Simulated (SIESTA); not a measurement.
Input of a SIESTA 5.4.2 run:

Contents of run.py:

```python
from ase import Atoms
from ase.calculators.siesta import Siesta
from ase.units import Ry, GPa

atoms = Atoms(
    ['In', 'As'],
    cell=[
        [0.0, 3.018, 3.018],
        [3.018, 0.0, 3.018],
        [3.018, 3.018, 0.0],
    ],
    scaled_positions=[
        [0.0, 0.0, 0.0],
        [0.75, 0.75, 0.75],
    ],
    pbc=True,
)

fdf = {
    'SCFMustConverge': False,
    'DM.InitSpin': ['  1   0.000     0.00     0.00', '  2   0.000     0.00     0.00'],
    'WriteOrbMom': 'true',
    'OccupationFunction': 'FD',
    'ElectronicTemperature': '0.05 eV',
    'MaxSCFIterations': '120',
    'SCF.Mixer.Method': 'Pulay',
    'SCF.Mixer.Weight': '0.25',
    'SCF.Mixer.History': '8',
    'SCF.DM.Tolerance': '5.0e-05',
    'SCF.H.Tolerance': '1.0e-03 eV',
    'WriteForces': 'true',
    'Charge.Mulliken': 'end',
    'BandLinesScale': 'ReciprocalLatticeVectors',
    'BandLines': ['  1    0.000000   0.000000   0.000000  \\Gamma', ' 12    0.500000   0.000000   0.500000  X', '  6    0.500000   0.250000   0.750000  W', '  4    0.375000   0.375000   0.750000  K', ' 13    0.000000   0.000000   0.000000  \\Gamma', ' 11    0.500000   0.500000   0.500000  L', '  8    0.625000   0.250000   0.625000  U', '  4    0.500000   0.250000   0.750000  W', '  9    0.500000   0.500000   0.500000  L', '  8    0.375000   0.375000   0.750000  K', '  1    0.625000   0.250000   0.625000  U', '  4    0.500000   0.000000   0.500000  X'],
    'PAO.Basis': ['In.1 4', 'n=5 0 2', '  6.996 0.000', 'n=5 1 2', '  9.500 0.000', 'n=4 2 2', '  4.106 0.000', 'n=5 2 1', '  9.500', 'As.2 4', 'n=4 0 2', '  5.512 0.000', 'n=4 1 2', '  7.356 0.000', 'n=3 2 2', '  2.890 0.000', 'n=4 2 1', '  7.356'],
}
calc = Siesta(
    label="InAs",
    command="siesta < PREFIX.fdf > PREFIX.out",
    pseudo_path="pseudos",
    pseudo_qualifier="",
    xc=('GGA', 'PBE'),
    basis_set="DZP",
    mesh_cutoff=500 * Ry,
    energy_shift=0.003 * Ry,
    kpts=[6, 6, 6],
    spin="spin-orbit",
    fdf_arguments=fdf,
)
atoms.calc = calc

print(f"energy = {atoms.get_potential_energy():.6f} eV")
free = atoms.get_potential_energy(force_consistent=True)
print(f"free energy = {free:.6f} eV")
print("forces (eV/A):")
print(atoms.get_forces(apply_constraint=False).round(6))
print("stress (GPa, Voigt order, tension positive):", (atoms.get_stress() / GPa).round(4))
```

Potentials or basis: PseudoDojo 0.4 standard (PBE files, fully relativistic), DZP (energy shift 0.003 Ry; two zetas on semicore shells).

Launch:

```sh
$ python run.py
```

Question: Estimate the band gap on the k mesh.

Answer: None (metal or under the smearing width).

Question: Estimate the pressure.

Answer: 4.4 GPa.

Question: Predict the net moment.

Answer: 0.00 μB per cell.

Levels at the corners of the path, in eV from the Fermi level:
```csv
point,band 24,band 25,band 26,band 27,band 28,band 29,band 30,band 31,band 32,band 33
Γ,-0.36,-0.15,-0.15,-0.01,-0.01,-0.01,-0.01,3.67,3.67,4.14
X,-6.01,-2.48,-2.48,-2.47,-2.47,1.48,1.48,2.12,2.12,9.31
W,-5.83,-3.17,-3.11,-3.07,-2.98,4.20,4.30,4.37,4.43,4.98
K,-5.84,-3.46,-3.44,-2.09,-2.09,2.10,2.11,4.36,4.42,7.40
Γ,-0.36,-0.15,-0.15,-0.01,-0.01,-0.01,-0.01,3.67,3.67,4.14
L,-5.95,-1.24,-1.24,-0.99,-0.99,0.96,0.96,4.68,4.68,4.87
U,-5.84,-3.46,-3.44,-2.09,-2.09,2.10,2.11,4.36,4.42,7.40
W,-5.83,-3.17,-3.11,-3.07,-2.98,4.20,4.30,4.37,4.43,4.98
L,-5.95,-1.24,-1.24,-0.99,-0.99,0.96,0.96,4.68,4.68,4.87
K,-5.84,-3.46,-3.44,-2.09,-2.09,2.10,2.11,4.36,4.42,7.40
U,-5.84,-3.46,-3.44,-2.09,-2.09,2.10,2.11,4.36,4.42,7.40
X,-6.01,-2.48,-2.48,-2.47,-2.47,1.48,1.48,2.12,2.12,9.31
```

Caveat: the basis of atomic orbitals isn't converged, which shifts pressures, moduli and gaps.

**What was measured.**

From a printed reference work, data compilation, for a bulk crystal of InAs at 4.2 K: band gap 0.418 eV (direct).

Against the measured gap of InAs, 0.418 eV (direct; 4.2 K; a printed reference work, data compilation), the calculated 0.00 eV is off by -0.42 eV. The value is that of PBE in an atomic basis (PseudoDojo 0.4 standard (PBE files, fully relativistic), DZP (energy shift 0.003 Ry; two zetas on semicore shells)), whose error adds to the functional's, on a finite k mesh, which can miss the band edges, without temperature or zero-point motion. Semilocal functionals fall short of measured gaps as a rule.
